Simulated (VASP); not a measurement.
# N (Fm-3m) in VASP: further runs, part 2 of 2

VASP 6.6.1. Earlier steps stand in the parts before.

### Step 5. Single point, PBE (strained and moved within a subgroup)

INCAR reads:

```
SYSTEM = N
PREC = Accurate
ENCUT = 520
EDIFF = 1E-7
ISMEAR = 0
SIGMA = 0.1
LREAL = .False.
LASPH = .True.
NELM = 60
ALGO = Normal
ISIF = 2
LWAVE = .False.
LCHARG = .False.
GGA = PE
NBANDS = 8
```

KPOINTS reads:

```
regular mesh
0
Gamma
  22 22 22
  0 0 0
```

POSCAR reads:

```
N
1.0
    0.0000000000      1.6190685716      1.6190685716
    1.6190685716      0.0000000000      1.6190685716
    1.6190685716      1.6190685716      0.0000000000
N
1
Direct
    0.0000000000      0.0000000000      0.0000000000
```

Potentials or basis: VASP PAW PBE potentials, release 64 (N).

The run is started by

```bash
$ cat potpaw_PBE.64/N/POTCAR > POTCAR
$ mpirun -np 1 vasp_std > vasp.out
```

OUTCAR:

```text
SYSTEM = N
   PREC = Accurate
   ENCUT = 520
   EDIFF = 1E-7
   ISMEAR = 0
   LREAL = .False.
   LASPH = .True.
   NELM = 60
   ISIF = 2
   GGA = PE

 ion  position               nearest neighbor table
   1  0.000  0.000  0.000-

  LATTYP: Found a face centered cubic cell.
 ALAT       =     3.2381371432

  Lattice vectors:

 A1 = (   0.0000000000,   1.6190685716,   1.6190685716)
 A2 = (   1.6190685716,   0.0000000000,   1.6190685716)
 A3 = (   1.6190685716,   1.6190685716,   0.0000000000)

Analysis of symmetry for initial positions (statically):
=====================================================================
 Subroutine PRICEL returns:
 Original cell was already a primitive cell.

 Routine SETGRP: Setting up the symmetry group for a
 face centered cubic supercell.

 Subroutine GETGRP returns: Found 48 space group operations
 (whereof 48 operations were pure point group operations)
 out of a pool of 48 trial point group operations.

The static configuration has the point symmetry O_h .
[... 154 lines left out ...]
  ext. energy  EPLUGINS =         0.00000000
  ---------------------------------------------------
  free energy    TOTEN  =        -3.79271639 eV

  energy without entropy =       -3.78843288  energy(sigma->0) =       -3.79057463

 E-fermi :   3.9306     XC(G=0): -11.9895

 val. band max:        3.9280805808   @ k =   0.2273   0.0455   0.0000
 cond. band min:       3.9387216274   @ k =   0.5000   0.4545   0.0455
 fundamental gap:      0.0106410467
 Fermi energy:         3.9306154606

 k-point     1 :       0.0000    0.0000    0.0000
  band No.  band energies     occupation
      1     -14.7880      2.00000
      2       7.3825      0.00000
      3       7.3825      0.00000
      4       7.3825      0.00000
      5      24.6791      0.00000
      6      34.3982      0.00000
      7      34.3982      0.00000
      8      34.3982      0.00000
[... 243 lines left out ...]
 k-point    24 :      -0.4545    0.0455    0.0000
  band No.  band energies     occupation
      1      -9.1629      2.00000
      2      -2.9066      2.00000
      3       6.1883      0.00000
      4       6.3735      0.00000
      5      24.7516      0.00000
      6      28.3198      0.00000
      7      32.0644      0.00000
      8      32.3008      0.00000

 [... further k-points ...]
[... 5 lines left out ...]
  --------------------------------------------------------------------------------------
  -------------------------------------------------------------------------------------
  Total       -0.8437829     -0.8437829     -0.8437829     -0.0000000      0.0000000     -0.0000000
  in kB     -159.2632482   -159.2632482   -159.2632482     -0.0000000      0.0000000     -0.0000000
  external PRESSURE =    -159.2632482 kB  Pullay stress =       0.0000000 kB

 VOLUME and BASIS-vectors are now :
 -----------------------------------------------------------------------------
  energy-cutoff  :      520.00
  volume of cell :        8.49
      direct lattice vectors                 reciprocal lattice vectors
     0.000000000  1.619068572  1.619068572    -0.308819533  0.308819533  0.308819533
     1.619068572  0.000000000  1.619068572     0.308819533 -0.308819533  0.308819533
     1.619068572  1.619068572  0.000000000     0.308819533  0.308819533 -0.308819533

 POSITION                                       TOTAL-FORCE (eV/Angst)
 -----------------------------------------------------------------------------------
      0.00000      0.00000      0.00000        -0.000000      0.000000      0.000000
 -----------------------------------------------------------------------------------
    total drift:                                0.000000     -0.000000      0.000000

  FREE ENERGIE OF THE ION-ELECTRON SYSTEM (eV)
  ---------------------------------------------------
  free  energy   TOTEN  =        -3.7927163901 eV

  energy  without entropy=       -3.7884328763  energy(sigma->0) =       -3.79057463
```

OSZICAR:

```text
N       E                     dE             d eps       ncg     rms          rms(c)
DAV:   1     0.583373364775E+00    0.58337E+00   -0.25172E+03  5744   0.528E+02
DAV:   2    -0.377677362761E+01   -0.43601E+01   -0.41207E+01  6856   0.669E+01
DAV:   3    -0.380083301055E+01   -0.24059E-01   -0.24001E-01  5776   0.455E+00
DAV:   4    -0.380084198382E+01   -0.89733E-05   -0.89727E-05  7544   0.832E-02
DAV:   5    -0.380084198556E+01   -0.17471E-08   -0.22336E-08  5984   0.816E-04    0.888E-01
DAV:   6    -0.379367109476E+01    0.71709E-02   -0.11640E-02  5528   0.748E-01    0.441E-01
DAV:   7    -0.379257531171E+01    0.10958E-02   -0.65499E-03  5552   0.584E-01    0.946E-02
DAV:   8    -0.379271601137E+01   -0.14070E-03   -0.12383E-04  5600   0.110E-01    0.607E-03
DAV:   9    -0.379271686212E+01   -0.85075E-06   -0.90876E-07  6704   0.834E-03    0.453E-03
DAV:  10    -0.379271642635E+01    0.43577E-06   -0.17617E-07  5416   0.356E-03    0.240E-04
DAV:  11    -0.379271639005E+01    0.36304E-07   -0.42003E-09  2880   0.522E-04
   1 F= -.37927164E+01 E0= -.37905746E+01  d E =-.428351E-02
```

Run time: 10 s. Hardware: 1 thread of AMD EPYC 9R45 (Zen 5), shared host; peak memory 0.09 GiB.

What came out:

```
Free energy            : -3.7927 eV
Pressure               : -15.9 GPa
Band gap on the k mesh : none (metal or under the smearing width)
```

Levels at points of the mesh, in eV from the Fermi level:
```tsv
k point	band 1	band 2	band 3	band 4	band 5
(0.00, 0.00, 0.00)	-18.72	3.45	3.45	3.45	20.75
(0.50, 0.00, 0.00)	-13.01	-7.06	2.45	2.45	20.66
(0.50, 0.50, 0.00)	-10.95	-5.79	0.14	0.14	14.67
```

Caveat: so large a pressure means that the cell lies far from this level's equilibrium, or that cutoff or potentials fall short.

### Step 6. Overview

| potentials or basis | cell | k mesh | mesh quality | gap on the mesh (eV) | pressure (GPa) |
| --- | --- | --- | --- | --- | --- |
| VASP PAW PBE potentials, release 64 (N) | strained and moved within the space group | 22 × 22 × 22 | not flagged | none | -13.6 |
| VASP PAW PBE potentials, release 64 (Sb) | N replaced by Sb, lengths x 1.575, strained and moved within the space group | 6 × 6 × 6 | coarse | none | -2.9 |
| VASP PAW PBE potentials, release 64 (N) | strained and moved within a subgroup | 22 × 22 × 22 | not flagged | none | -15.9 |

Alike in all rows: task single point; level PBE; no spin polarisation; cutoff (eV) 520; smearing gaussian 0.1 eV.

Caveats: some runs use coarse meshes; so large a pressure means that the cell lies far from this level's equilibrium, or that cutoff or potentials fall short (some runs).

Total energies depend on the potentials used, so only differences within one code and one set of settings carry meaning.
